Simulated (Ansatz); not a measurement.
# SnO2 (rutile): response to moved atoms and strain, part 2 of 2

How does SnO2 (rutile) push back when it is distorted? Each run changes the relaxed cell in one way.

Ansatz 0.2.0; DFT PBE, scalar-relativistic, plane waves, PAW. The steps go on from the part before.

## 5. Strain e1 = +0.03, atoms carried along

input.yaml reads:

```yaml
crystal:
  lattice:
    - [4.9724015235, 0.0, 0.0]
    - [0.0, 4.8275742947, 0.0]
    - [0.0, 0.0, 3.2381011166]
  atoms:
    - { symbol: Sn, position: [0.0, 0.0, 0.0] }
    - { symbol: Sn, position: [0.5, 0.5, 0.5] }
    - { symbol: O, position: [0.3065775573, 0.3065775573, 0.0] }
    - { symbol: O, position: [0.8065775573, 0.1934224427, 0.5] }
    - { symbol: O, position: [0.1934224427, 0.8065775573, 0.5] }
    - { symbol: O, position: [0.6934224427, 0.6934224427, 0.0] }
basis:
  ecutwfc: 420
  ecutrho_ratio: 4
kpoints:
  mp_grid: { grid: [6, 6, 10] }
hamiltonian:
  xc: pbe
scf:
  occupations: { method: gaussian, width: 0.05 }
output:
  forces: true
  stress: true
  eigenvalues: true
```

Run with:

```
$ ansatz run input.yaml --threads 4 --pin off --max-ram 7168MiB --backend cpu --events-out ev --progress --plain --runs-dir out
```

Log (excerpt; [...] marks lines left out):

```text
Warning: RAYON_NUM_THREADS=4 ignored (pool sized by the plan → 4); use --threads N
[...]
Pseudopotentials: kind: paw
Pseudopotential: Sn, paw, valence charge 14, recommended cutoff 420 eV (normal), Sn.paw.azcp
Pseudopotential: O, paw, valence charge 6, recommended cutoff 420 eV (normal), O.paw.azcp
Functional definition: PBE
[...]
Crystal: 6 atoms, lattice volume = 77.729 Å³
Basis set: ecut = 420 eV, 1535 PW (Γ), exchange–correlation on 72×72×48 points (8 copies of the dense FFT grid, shifted against one another)
Bands: 32, of which v1, the nominal top of the filled ones, is band 26 counted from 1 (25 counted from 0)
Symmetry: 8 space group operations
Space group: Pnnm (ITA 58), of the structure as read, at distance tolerance 4.3e-5 Å
k-points: 96 of 360
[...]
SCF iter   1: F=—  HF=-14317.923041 eV  |F-HF|=—  |Δ(HF+E_count)|=         —  Δρ=1.54e-3  dr2=8.35e-4  ethr=1.77e-3  ⟨swp⟩=6.0  Hψ=13447  notcnv=0  defer=11
[...]
SCF iter   6: F=-14317.925207 eV  HF=-14317.925207 eV  |F-HF|=1.86e-9  |Δ(HF+E_count)|=   1.32e-7  Δρ=3.98e-6  dr2=7.59e-9  ethr=1.92e-10  ⟨swp⟩=7.7  Hψ=11681  notcnv=0
[...]
SCF converged after 6 iterations
Free energy (F): -14317.925207 eV
[...]
E sigma→0 (E₀):  -14317.925207 eV
Fermi energy:    8.530350 eV
[...]
--- Forces (eV/Å), atoms counted from 1 ---
  atom   1  Sn    -0.00000000     0.00000000     0.00000000
  atom   2  Sn     0.00000000     0.00000000     0.00000000
  atom   3  O      0.08425551     0.05289371     0.00000000
  atom   4  O      0.08425551    -0.05289371    -0.00000000
  atom   5  O     -0.08425551     0.05289371     0.00000000
  atom   6  O     -0.08425551    -0.05289371    -0.00000000
[...]
--- Stress (GPa, compression-positive) ---
       -6.136896       0.000000       0.000000
        0.000000      -3.660147       0.000000
        0.000000       0.000000      -3.662919
  P = ⅓ Tr σ = -4.4867 GPa (-44.867 kbar)
--- Band table (eV; the first three rows and the last of 96) ---
[...]
```

Wall time 3 s (4 threads of Arm Neoverse V2, shared host); peak memory 0.48 GiB.

This gives: volume 12.955 Å³/atom, pressure -4.49 GPa, mesh gap 0.43 eV.

Forces on the atoms, as numbers:

| atom | x (eV/Å) | y (eV/Å) | z (eV/Å) |
| --- | --- | --- | --- |
| O3 | 0.084 | 0.053 | 0.000 |
| O4 | 0.084 | -0.053 | 0.000 |
| O5 | -0.084 | 0.053 | 0.000 |
| O6 | -0.084 | -0.053 | 0.000 |

## 6. All atoms moved at random (σ = 0.03 Å), cell strained at random (1 %)

input.yaml reads:

```yaml
crystal:
  lattice:
    - [4.8302343444, -0.0182484218, -0.0001690413]
    - [-0.0182484218, 4.857487824, 0.0148460655]
    - [-0.0001133847, 0.0099580158, 3.2753051032]
  atoms:
    - { symbol: Sn, position: [0.0020572468, 0.0090815663, -0.0146859325] }
    - { symbol: Sn, position: [0.4947265693, 0.4987296639, 0.503813123] }
    - { symbol: O, position: [0.3065791254, 0.3079325991, 0.0145546678] }
    - { symbol: O, position: [0.8171730895, 0.187776658, 0.4962377191] }
    - { symbol: O, position: [0.1889681891, 0.8021478748, 0.5096824679] }
    - { symbol: O, position: [0.69049578, 0.694331638, -0.0096020452] }
basis:
  ecutwfc: 420
  ecutrho_ratio: 4
kpoints:
  mp_grid: { grid: [6, 6, 10] }
hamiltonian:
  xc: pbe
scf:
  occupations: { method: gaussian, width: 0.05 }
output:
  forces: true
  stress: true
  eigenvalues: true
```

Run with:

```
$ ansatz run input.yaml --threads 4 --pin off --max-ram 7168MiB --backend cpu --events-out ev --progress --plain --runs-dir out
```

Log (excerpt; [...] marks lines left out):

```text
Warning: RAYON_NUM_THREADS=4 ignored (pool sized by the plan → 4); use --threads N
[...]
Pseudopotentials: kind: paw
Pseudopotential: Sn, paw, valence charge 14, recommended cutoff 420 eV (normal), Sn.paw.azcp
Pseudopotential: O, paw, valence charge 6, recommended cutoff 420 eV (normal), O.paw.azcp
Functional definition: PBE
[...]
Crystal: 6 atoms, lattice volume = 76.846 Å³
Basis set: ecut = 420 eV, 1509 PW (Γ), exchange–correlation on 72×72×48 points (8 copies of the dense FFT grid, shifted against one another)
Bands: 32, of which v1, the nominal top of the filled ones, is band 26 counted from 1 (25 counted from 0)
Symmetry: 1 space group operations
Space group: P1 (ITA 1), of the structure as read, at distance tolerance 4.3e-5 Å
k-points: 184 of 360 (time reversal used)
[...]
SCF iter   1: F=—  HF=-14317.830297 eV  |F-HF|=—  |Δ(HF+E_count)|=         —  Δρ=1.43e-3  dr2=6.88e-4  ethr=1.77e-3  ⟨swp⟩=6.1  Hψ=26025  notcnv=0  defer=21
[...]
SCF iter   6: F=-14317.832715 eV  HF=-14317.832715 eV  |F-HF|=1.16e-7  |Δ(HF+E_count)|=   1.25e-7  Δρ=1.29e-5  dr2=7.63e-8  ethr=1.92e-10  ⟨swp⟩=6.4  Hψ=26177  notcnv=0
[...]
SCF converged after 6 iterations
Free energy (F): -14317.832715 eV
[...]
E sigma→0 (E₀):  -14317.832715 eV
Fermi energy:    8.749810 eV
[...]
--- Forces (eV/Å), atoms counted from 1 ---
  atom   1  Sn    -0.07987841    -1.21881386     0.92834719
  atom   2  Sn     0.65056864     0.47250289    -0.02163229
  atom   3  O      0.17189228    -0.07276718    -0.39831264
  atom   4  O     -0.85477652     0.82501276    -0.34551489
  atom   5  O      0.10984540     0.09336513    -0.54642394
  atom   6  O      0.00235564    -0.09929547     0.38354819
[...]
--- Stress (GPa, compression-positive) ---
       -1.152842       1.206028       0.702379
        1.206027      -1.948589      -0.017968
        0.702379      -0.017969      -3.595653
  P = ⅓ Tr σ = -2.2324 GPa (-22.324 kbar)
--- Band table (eV; the first three rows and the last of 184) ---
[...]
```

It took 10 s on 4 threads of Arm Neoverse V2, shared host; peak memory 0.58 GiB.

In short: volume 12.808 Å³/atom, pressure -2.23 GPa, gap on the mesh 0.47 eV.

Forces on the atoms, as numbers:

| atom | x (eV/Å) | y (eV/Å) | z (eV/Å) |
| --- | --- | --- | --- |
| Sn1 | -0.080 | -1.219 | 0.928 |
| Sn2 | 0.651 | 0.473 | -0.022 |
| O3 | 0.172 | -0.073 | -0.398 |
| O4 | -0.855 | 0.825 | -0.346 |
| O5 | 0.110 | 0.093 | -0.546 |
| O6 | 0.002 | -0.099 | 0.384 |

## 7. All atoms moved at random (σ = 0.1 Å), cell strained at random (1 %)

input.yaml reads:

```yaml
crystal:
  lattice:
    - [4.8386028847, 0.0389137213, -0.0215447885]
    - [0.0389137213, 4.779644319, 0.0046131684]
    - [-0.0144511921, 0.0030942881, 3.2350506073]
  atoms:
    - { symbol: Sn, position: [-0.0032294367, 0.0202048917, 0.0049574309] }
    - { symbol: Sn, position: [0.5224231586, 0.5017941267, 0.4997811363] }
    - { symbol: O, position: [0.2548646189, 0.2584610882, 0.0124201468] }
    - { symbol: O, position: [0.8066627223, 0.1605803061, 0.5193210254] }
    - { symbol: O, position: [0.2342092133, 0.8117939652, 0.4830069936] }
    - { symbol: O, position: [0.6850697236, 0.7471656221, -0.0194867329] }
basis:
  ecutwfc: 420
  ecutrho_ratio: 4
kpoints:
  mp_grid: { grid: [6, 6, 10] }
hamiltonian:
  xc: pbe
scf:
  occupations: { method: gaussian, width: 0.05 }
output:
  forces: true
  stress: true
  eigenvalues: true
```

Run with:

```
$ ansatz run input.yaml --threads 4 --pin off --max-ram 7168MiB --backend cpu --events-out ev --progress --plain --runs-dir out
```

Log (excerpt; [...] marks lines left out):

```text
Warning: RAYON_NUM_THREADS=4 ignored (pool sized by the plan → 4); use --threads N
[...]
Pseudopotentials: kind: paw
Pseudopotential: Sn, paw, valence charge 14, recommended cutoff 420 eV (normal), Sn.paw.azcp
Pseudopotential: O, paw, valence charge 6, recommended cutoff 420 eV (normal), O.paw.azcp
Functional definition: PBE
[...]
Crystal: 6 atoms, lattice volume = 74.810 Å³
Basis set: ecut = 420 eV, 1469 PW (Γ), exchange–correlation on 72×64×48 points (8 copies of the dense FFT grid, shifted against one another)
Bands: 32, of which v1, the nominal top of the filled ones, is band 26 counted from 1 (25 counted from 0)
Symmetry: 1 space group operations
Space group: P1 (ITA 1), of the structure as read, at distance tolerance 4.2e-5 Å
k-points: 184 of 360 (time reversal used)
[...]
SCF iter   1: F=—  HF=-14314.822157 eV  |F-HF|=—  |Δ(HF+E_count)|=         —  Δρ=2.61e-3  dr2=3.60e-3  ethr=1.77e-3  ⟨swp⟩=6.2  Hψ=26402  notcnv=0  defer=33
[...]
SCF iter   8: F=-14314.824756 eV  HF=-14314.824756 eV  |F-HF|=1.47e-8  |Δ(HF+E_count)|=   2.14e-8  Δρ=4.69e-6  dr2=1.12e-8  ethr=1.92e-10  ⟨swp⟩=8.2  Hψ=23527  notcnv=0
[...]
SCF converged after 8 iterations
Free energy (F): -14314.824756 eV
[...]
E sigma→0 (E₀):  -14314.824737 eV
Entropy (-TS):   -0.000036 eV (-0.006 meV/atom)
Fermi energy:    9.200533 eV
[...]
--- Forces (eV/Å), atoms counted from 1 ---
  atom   1  Sn    -3.44796115    -8.73017668     0.81413661
  atom   2  Sn    -1.55483161     0.16323012    -0.36197689
  atom   3  O      9.74125894     9.35592484    -0.01691656
  atom   4  O     -2.67662704     2.91457057    -1.48032507
  atom   5  O     -1.31185752    -0.55480261     0.40853537
  atom   6  O     -0.74998758    -3.14875296     0.63654414
[...]
--- Stress (GPa, compression-positive) ---
       19.831509      15.219527       3.226125
       15.219529      14.762432      -1.678188
        3.226125      -1.678189      12.910785
  P = ⅓ Tr σ = 15.8349 GPa (158.349 kbar)
--- Band table (eV; the first three rows and the last of 184) ---
[...]
```

Run time: 9.7 s. Hardware: 4 threads of Arm Neoverse V2, shared host; peak memory 0.57 GiB.

Result: volume 12.468 Å³/atom, pressure 15.83 GPa, gap on the mesh 0.14 eV.

Forces on the atoms, as numbers:

| atom | x (eV/Å) | y (eV/Å) | z (eV/Å) |
| --- | --- | --- | --- |
| Sn1 | -3.448 | -8.730 | 0.814 |
| Sn2 | -1.555 | 0.163 | -0.362 |
| O3 | 9.741 | 9.356 | -0.017 |
| O4 | -2.677 | 2.915 | -1.480 |
| O5 | -1.312 | -0.555 | 0.409 |
| O6 | -0.750 | -3.149 | 0.637 |

## 8. The distortions side by side

What follows sums up all 2 parts.

| change | change of free energy (meV/atom) | largest force (eV/Å) | largest change of stress (GPa) |
| --- | --- | --- | --- |
| atom 5 (O) moved 0.02 Å along y | 0.39 | 0.286 | 0.18 |
| atom 4 (O) moved 0.08 Å along y | 6.43 | 1.195 | 0.44 |
| strain e6 = +0.03, atoms carried along | 6.30 | 0.081 | 5.37 |
| strain e1 = +0.03, atoms carried along | 7.34 | 0.099 | 6.13 |
| all atoms moved at random (σ = 0.03 Å), cell strained at random (1 %) | 22.75 | 1.534 | 3.60 |
| all atoms moved at random (σ = 0.1 Å), cell strained at random (1 %) | 524.08 | 13.507 | 19.83 |

Moving atom 5 by 0.02 Å meets a restoring force of 0.234 eV/Å along the move, a force constant of about 11.7 eV/Å². Moving atom 4 by 0.08 Å meets a restoring force of 0.973 eV/Å along the move, a force constant of about 12.2 eV/Å². The strain e6 = +0.03 changes that stress component by -5.37 GPa (compression positive), a ratio of 179 GPa; that is a secant over a finite strain with the atoms carried along, not the elastic constant. The strain e1 = +0.03 changes that stress component by -6.13 GPa (compression positive), a ratio of 204 GPa; that is a secant over a finite strain with the atoms carried along, not the elastic constant. No change lowers the energy by more than 0.5 meV/atom; other distortions weren't tried.
